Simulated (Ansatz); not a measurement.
# Au: what a missing neighbour costs

Method: DFT PBE, scalar-relativistic, plane waves, PAW in Ansatz.

Cutoff 420 eV, Γ-centred meshes of like density (1×1×18 for the 16-atom cell), Gaussian smearing of 0.05 eV, energies at zero smearing and 0 K, each start's symmetry kept, no spin polarisation.

Bulk Au (Fm-3m) has 12 nearest neighbours at 2.94 Å and a cohesive energy of 3.05 eV against the spin-polarised free atom. These structures stand in vacuum and were relaxed; neighbours count within 1.1 bulk bonds.

| start | atoms × neighbours | mean bond (Å) | energy over bulk (eV/atom) |
| --- | --- | --- | --- |
| [110] wire, 18 host atoms a period | 4×5, 2×7, 4×8, 4×10, 4×11 | 2.87 | 0.35 |
| [110] wire, 16 host atoms a period | 7×7, 1×8, 3×9, 1×10, 4×12 | 2.90 | 0.34 |

Problem. Compare two estimates without free parameters: bonds of fixed strength, and a band energy that grows as the square root of coordination.

Solution. With fixed bonds an atom with z neighbours loses E_coh(1 − z/12); in the second-moment picture the band narrows as √z and it loses E_coh(1 − √(z/12)). Averaged over the atoms, in eV:
```csv
start,fixed bonds,square root,computed
"[110] wire, 18 host atoms a period",0.93,0.53,0.35
"[110] wire, 16 host atoms a period",0.79,0.44,0.34
```

The rms misses are 0.53 and 0.15 eV. Fixed bonds overshoot every row: the bonds that remain grow stronger when neighbours are missing, which the square root captures in part, and the bonds shorten by up to 2 %. Even the square root lies above every computed value, since it holds bond lengths fixed and knows nothing of shells, hybridisation or moments.

Spin-orbit coupling is left out, which matters for the bands of heavy elements.

Each run keeps its start's symmetry and one magnetic start, so lower states can exist.

Cost: 2 runs of about 33 core-minutes in all, on AMD EPYC 9R45 (Zen 5) (shared hosts).

The two wires cost almost the same per atom, 0.35 and 0.34 eV, although the 18-atom wire has no fully coordinated atom and the 16-atom wire has four. Both estimates get the order right but predict a much wider gap, so neighbour count alone is a poor measure of the energy here. Gold makes this plausible: its d shell is nearly full, so d-band narrowing costs little net bonding, and much of the cohesion comes from the delocalised 6s electrons and their mixing with 5d. Relativistic contraction of 6s strengthens that mixing and helps gold tolerate low coordination, as its planar small clusters show.

The bulk reference is itself underbound: 3.05 eV lies clearly below the measured cohesive energy, probably because the semilocal functional misses part of the correlation, including dispersion, between the polarisable d shells. Since both estimates scale with this value, their absolute errors partly reflect the functional. Two wires that also differ in cross-section can't separate the effect of coordination from that of shape.
